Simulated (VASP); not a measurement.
Set up this calculation in VASP 6.6.1, as the native input.

```yaml
Task: relaxation of cell and atoms
Functional: PBEsol
Potentials_or_basis: VASP PAW PBE potentials, release 64 (Ta_pv, N_s)
Cutoff: 480 eV
k_mesh: 18 × 18 × 14
Occupations: gaussian, width 0.1 eV
Spin: no spin polarisation
Further_INCAR_settings: ALGO = Normal; EDIFF = 1e-07; IBRION = 2; EDIFFG = -0.005; NSW = 90; ISIF = 3
```

The structure of TaN lies in POSCAR:

```
TaN
1.0
    2.9399421800      0.0000000000      0.0000000000
   -1.4699710900      2.5460646100      0.0000000000
    0.0000000000      0.0000000000      2.8901750800
Ta N
1 1
Direct
    0.0000000000      0.0000000000      0.5000000000
    0.6666666700      0.3333333300      0.0000000000
```

The cell comes from a database or a generator and needn't be the stable form of this composition.

The input as run:

INCAR

```
SYSTEM = TaN
PREC = Accurate ; ENCUT = 480
EDIFF = 1E-7 ; ISMEAR = 0
SIGMA = 0.1 ; LREAL = .FALSE.
LASPH = .TRUE. ; NELM = 80
ALGO = Normal ; ISIF = 3
LWAVE = .FALSE. ; LCHARG = .FALSE.
GGA = PS ; IBRION = 2
NSW = 90 ; EDIFFG = -0.005
```

KPOINTS

```
Automatic mesh
0
G
  18 18 14
  0 0 0
```

Potentials or basis: VASP PAW PBE potentials, release 64 (Ta_pv, N_s).

Command:

```console
$ cat potpaw_PBE.64/Ta_pv/POTCAR potpaw_PBE.64/N_s/POTCAR > POTCAR
$ mpirun -np 1 vasp_std > vasp.out
```

It gave:

| Item | Value |
| --- | --- |
| Relaxed volume | 10.65 Å³/atom |
| Relaxed cell | a = 2.926 Å, b = 2.926 Å, c = 2.873 Å, α = 90.00°, β = 90.00°, γ = 120.00° |
| Space group after relaxing (to 0.05 Å) | P-6m2 (No. 187) |
| Energy gained by relaxing | 2.9 meV/atom |
| Ionic steps | 6 |
| Pressure after relaxing | 0.0 GPa |
| Band gap on the k mesh | none (metal or under the smearing width) |

Caveat: the PAW data sets were made with another functional, which shifts forces and pressure a little.

Run time: 100 s on 1 thread of AMD EPYC 9R45 96-Core Processor (Zen 5), on a shared host, peak memory 0.18 GiB.
